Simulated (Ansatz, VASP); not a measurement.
## One calculation of Ni, two programs

```xyz
2
Lattice="2.0860 -1.2654 0.0000 2.0860 1.2654 0.0000 0.0000 0.0000 4.1717" Properties=species:S:1:pos:R:3 pbc="T T T"
Ni    2.0860   -0.6327    1.0429
Ni    2.0860    0.6327    3.1288
```

Alike in both runs: functional PBE; k mesh 20 × 20 × 10; occupations gaussian, width 0.1 eV; collinear spin.

Ansatz relaxed the structure, and its values are those at the end. VASP's run is a single point on that final structure, the one shown.

```csv
,VASP,Ansatz
version,VASP 6.6.1,Ansatz 0.2.0
potentials or method,"VASP PAW PBE potentials, release 64 (Ni)","scalar-relativistic, plane waves, PAW"
plane-wave cutoff (eV),520,420
valence electrons in the cell,20,36
```

|  | VASP | Ansatz | Ansatz less VASP |
| --- | --- | --- | --- |
| gap on the k mesh at the Fermi level (eV) | none | none | - |
| pressure (GPa) | -0.2 | 0.0 | +0.15 |
| net moment per atom (μB) | 0.60 | 0.60 | +0.008 |
| size of the moment on the site where the two differ most (μB) | 0.61 | 0.64 | +0.034 |

Site moments also hang on the region over which each program counts them. A gap of «none» marks a metal or a gap that the smearing closes. The functional is the same, so the differences come from potentials, cutoffs and numerics. The two sets of potentials don't hold the same shells in valence. Ansatz warned: «structure_snapped_to_symmetry».
